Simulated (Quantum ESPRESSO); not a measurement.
# Sn (Fd-3m) in Quantum ESPRESSO: single point with PBE

Aim: the single point of Sn with PBE.

Everything below comes from runs of Quantum ESPRESSO 7.5. Logs are shortened: lines on timing, memory, paths and dates and some standing lists are left out, and cuts for length are marked.

### 1 The structure

The structure is cubic, space group Fd-3m (No. 227). The conventional cell has a = 6.467 Å, b = 6.467 Å, c = 6.467 Å, α = 90.00°, β = 90.00°, γ = 90.00°. Around Sn (site symmetry -43m) lie 4 Sn at 2.80 Å.

This isn't the form of Sn at room conditions, which is tetragonal (white tin).

### 2 Single point, PBE

Contents of pw.in:

```
&CONTROL
  calculation = 'scf'
  prefix = 'pwscf'
  outdir = './tmp'
  pseudo_dir = './pseudo'
  tprnfor = .true.
  tstress = .true.
  disk_io = 'nowf'
/
&SYSTEM
  ibrav = 0
  nat = 2
  ntyp = 1
  ecutwfc = 70
  nbnd = 21
  occupations = 'smearing'
  smearing = 'fd'
  degauss = 0.00367493
/
&ELECTRONS
  conv_thr = 4d-10
  electron_maxstep = 120
  mixing_beta = 0.5
/
ATOMIC_SPECIES
Sn   118.7100 Sn_ONCV_PBE-1.2.upf
CELL_PARAMETERS angstrom
   0.0000000000    3.2333428000    3.2333428000
   3.2333428000    0.0000000000    3.2333428000
   3.2333428000    3.2333428000    0.0000000000
ATOMIC_POSITIONS crystal
Sn     0.7500000000    0.7500000000    0.7500000000
Sn     0.5000000000    0.5000000000    0.5000000000
K_POINTS automatic
6 6 6 0 0 0
```

Potentials or basis: SG15 PBE 1.2.

On the command line:

```console
$ OMP_NUM_THREADS=1 mpirun -n 2 pw.x -nk 2 -in pw.in > pw.out
```

pw.out:

```text
This program is part of the open-source Quantum ESPRESSO suite
     for quantum simulation of materials; please cite
         "P. Giannozzi et al., J. Phys.:Condens. Matter 21 395502 (2009);
         "P. Giannozzi et al., J. Phys.:Condens. Matter 29 465901 (2017);
         "P. Giannozzi et al., J. Chem. Phys. 152 154105 (2020);
     in publications or presentations arising from this work. More details at

     Message from routine setup:
     using ibrav=0 with symmetry is DISCOURAGED, use correct ibrav instead

     K-points division:     npool     =       2
     Subspace diagonalization in iterative solution of the eigenvalue problem:
     a serial algorithm will be used

     G-vector sticks info
     --------------------
     sticks:   dense  smooth     PW     G-vecs:    dense   smooth      PW
     Sum        1429    1429    421                35989    35989    5601

     Using Slab Decomposition

     bravais-lattice index     =            0
     lattice parameter (alat)  =       8.6410  a.u.
     unit-cell volume          =     456.2279 (a.u.)^3
     number of atoms/cell      =            2
     number of atomic types    =            1
     number of electrons       =        28.00
     number of Kohn-Sham states=           21
     kinetic-energy cutoff     =      70.0000  Ry
     charge density cutoff     =     280.0000  Ry
     scf convergence threshold =      4.0E-10
     mixing beta               =       0.5000
     number of iterations used =            8  plain     mixing
     Exchange-correlation= PBE
                           (   1   4   3   4   0   0   0)

     celldm(1)=   8.641032  celldm(2)=   0.000000  celldm(3)=   0.000000
     celldm(4)=   0.000000  celldm(5)=   0.000000  celldm(6)=   0.000000

     crystal axes: (cart. coord. in units of alat)
               a(1) = (   0.000000   0.707107   0.707107 )
               a(2) = (   0.707107   0.000000   0.707107 )
               a(3) = (   0.707107   0.707107   0.000000 )

     reciprocal axes: (cart. coord. in units 2 pi/alat)
               b(1) = ( -0.707107  0.707107  0.707107 )
               b(2) = (  0.707107 -0.707107  0.707107 )
               b(3) = (  0.707107  0.707107 -0.707107 )

     PseudoPot. # 1 for Sn read from file:
     Sn_ONCV_PBE-1.2.upf
     Pseudo is Norm-conserving, Zval = 14.0
     Generated using ONCVPSP code by D. R. Hamann
     Using radial grid of  602 points,  6 beta functions with:
                l(1) =   0
                l(2) =   0
                l(3) =   1
                l(4) =   1
                l(5) =   2
                l(6) =   2

     atomic species   valence    mass     pseudopotential
     Sn               14.00   118.71000     Sn( 1.00)

     48 Sym. Ops., with inversion, found (24 have fractional translation)

   Cartesian axes

     site n.     atom                  positions (alat units)
         1        Sn     tau(   1) = (   1.0606602   1.0606602   1.0606602  )
         2        Sn     tau(   2) = (   0.7071068   0.7071068   0.7071068  )

     number of k points=    16  Fermi-Dirac smearing, width (Ry)=  0.0037
                       cart. coord. in units 2pi/alat
        k(    1) = (   0.0000000   0.0000000   0.0000000), wk =   0.0092593
        k(    2) = (   0.1178511   0.1178511  -0.1178511), wk =   0.0740741
        k(    3) = (   0.2357023   0.2357023  -0.2357023), wk =   0.0740741
        k(    4) = (  -0.3535534  -0.3535534   0.3535534), wk =   0.0370370
        k(    5) = (   0.2357023   0.0000000  -0.0000000), wk =   0.0555556
        k(    6) = (   0.3535534   0.1178511  -0.1178511), wk =   0.2222222
[... 8 lines left out ...]
        k(   15) = (  -0.1178511  -0.3535534   0.5892557), wk =   0.2222222
        k(   16) = (  -0.7071068   0.2357023   0.0000000), wk =   0.1111111

     Dense  grid:    35989 G-vectors     FFT dimensions: (  48,  48,  48)

     Initial potential from superposition of free atoms

     starting charge      27.8267, renormalised to      28.0000
     Starting wfcs are random

     Self-consistent Calculation

     iteration #  1     ecut=    70.00 Ry     beta= 0.50
     Davidson diagonalization with overlap
     ethr =  1.00E-02,  avg # of iterations =  8.2

     Threshold (ethr) on eigenvalues was too large:
     Diagonalizing with lowered threshold

     Davidson diagonalization with overlap
     ethr =  1.83E-04,  avg # of iterations =  5.4

     total energy              =    -241.28850856 Ry
     estimated scf accuracy    <       0.03409871 Ry

     iteration #  2     ecut=    70.00 Ry     beta= 0.50
     Davidson diagonalization with overlap
     ethr =  1.22E-04,  avg # of iterations =  1.9
[... 36 lines left out ...]
     total energy              =    -241.29149802 Ry
     estimated scf accuracy    <       0.00000002 Ry

     iteration #  8     ecut=    70.00 Ry     beta= 0.50
     Davidson diagonalization with overlap
     ethr =  3.56E-11,  avg # of iterations =  2.0

     End of self-consistent calculation

          k = 0.0000 0.0000 0.0000 (  4573 PWs)   bands (ev):

   -12.2134 -12.2134 -12.2134 -12.1446 -12.1446 -11.8335 -11.8335 -11.8335
   -11.8180 -11.8180  -1.1094   9.0103   9.6534   9.6534   9.6534  11.7426
    11.7426  11.7426  14.6421  17.5433  17.5433

          k = 0.1179 0.1179-0.1179 (  4510 PWs)   bands (ev):

   -12.2293 -12.2293 -12.2066 -12.1211 -12.1211 -11.8606 -11.8606 -11.8419
   -11.7955 -11.7955  -0.8399   6.7709   9.2048   9.2048  10.1622  12.3153
    12.3153  12.9708  15.7746  16.5034  16.5034
[... 31 lines left out ...]
          k =-0.1179-0.3536 0.3536 (  4518 PWs)   bands (ev):

   -12.2690 -12.2584 -12.1549 -12.0809 -12.0544 -11.9221 -11.9000 -11.8888
   -11.7624 -11.7574   0.4261   3.7490   6.9126   8.3840  10.9384  13.0051
    13.3189  15.0848  16.4930  16.9558  18.3789

          k = 0.0000-0.2357 0.2357 (  4535 PWs)   bands (ev):

   -12.2484 -12.2451 -12.1876 -12.1066 -12.0829 -11.9016 -11.8813 -11.8411
   -11.7898 -11.7712  -0.4033   5.4697   7.5708   9.0430  10.9917  12.5616
    12.7668  13.8153  15.7299  17.0346  17.1830

          k = 0.4714 0.0000-0.0000 (  4528 PWs)   bands (ev):

   -12.2541 -12.2541 -12.1956 -12.0614 -12.0196 -11.9983 -11.8981 -11.8207
   -11.7731 -11.7731   0.3199   4.2041   7.4715   7.4715  10.2870  11.2865
    15.6458  15.6458  16.4548  18.8408  19.0826
[... 7 lines left out ...]
          k =-0.0000-0.4714 0.4714 (  4490 PWs)   bands (ev):

   -12.2893 -12.2655 -12.1247 -12.0194 -12.0093 -11.9918 -11.9597 -11.8976
   -11.7544 -11.7321   1.2622   2.8877   6.0625   7.7036  10.8604  14.2381
    14.7372  14.8884  15.6733  16.9763  20.3874

          k =-0.7071 0.0000 0.0000 (  4456 PWs)   bands (ev):

   -12.2658 -12.2658 -12.1241 -12.1241 -11.9793 -11.9793 -11.8972 -11.8972
   -11.7548 -11.7548   2.0180   2.0180   7.0764   7.0764  10.3849  10.3849
    17.4003  17.4003  19.0083  19.0083  20.0998

          k =-0.2357-0.4714 0.7071 (  4520 PWs)   bands (ev):

   -12.2718 -12.2657 -12.1504 -12.0622 -12.0158 -11.9891 -11.9045 -11.8785
   -11.7556 -11.7531   0.5848   3.7554   6.6461   7.6263  11.9625  12.0859
    13.3254  15.4278  17.1981  17.7242  19.4974

          k =-0.1179-0.3536 0.5893 (  4494 PWs)   bands (ev):

   -12.2858 -12.2708 -12.1166 -12.0358 -12.0057 -11.9946 -11.9430 -11.9060
   -11.7500 -11.7355   1.2652   2.8711   6.2876   7.2839  12.0086  12.6885
    14.5159  14.6158  16.3667  19.0426  19.3778

          k =-0.7071 0.2357 0.0000 (  4496 PWs)   bands (ev):

   -12.2795 -12.2795 -12.0834 -12.0834 -11.9841 -11.9841 -11.9334 -11.9334
   -11.7407 -11.7407   2.0634   2.0634   6.6130   6.6130  11.8771  11.8771
    14.9869  14.9869  18.7310  18.7310  19.9489

     the Fermi energy is     9.5611 ev

!    total energy              =    -241.29149802 Ry
     estimated scf accuracy    <          1.8E-11 Ry
     smearing contrib. (-TS)   =      -0.00015794 Ry
     internal energy E=F+TS    =    -241.29134008 Ry

     The total energy is F=E-TS. E is the sum of the following terms:
     one-electron contribution =    -101.53606309 Ry
     hartree contribution      =      62.53907790 Ry
     xc contribution           =     -29.49737528 Ry
     ewald contribution        =    -172.79697961 Ry

     convergence has been achieved in   8 iterations

     Forces acting on atoms (cartesian axes, Ry/au):

     atom    1 type  1   force =    -0.00000000    0.00000000   -0.00000000
     atom    2 type  1   force =     0.00000000   -0.00000000    0.00000000

     Total force =     0.000000     Total SCF correction =     0.000000

     Computing stress (Cartesian axis) and pressure

          total   stress  (Ry/bohr**3)                   (kbar)     P=       38.91
   0.00026454   0.00000000  -0.00000000           38.91        0.00       -0.00
   0.00000000   0.00026454  -0.00000000            0.00       38.91       -0.00
  -0.00000000  -0.00000000   0.00026454           -0.00       -0.00       38.91

=------------------------------------------------------------------------------=
   JOB DONE.
=------------------------------------------------------------------------------=
```

Wall time 16 s (2 MPI ranks of Arm Neoverse V1, shared host); peak memory 0.18 GiB.

Results:

* Free energy: -3282.9381 eV
* Pressure: 3.9 GPa
* Band gap on the k mesh: none (metal or under the smearing width)
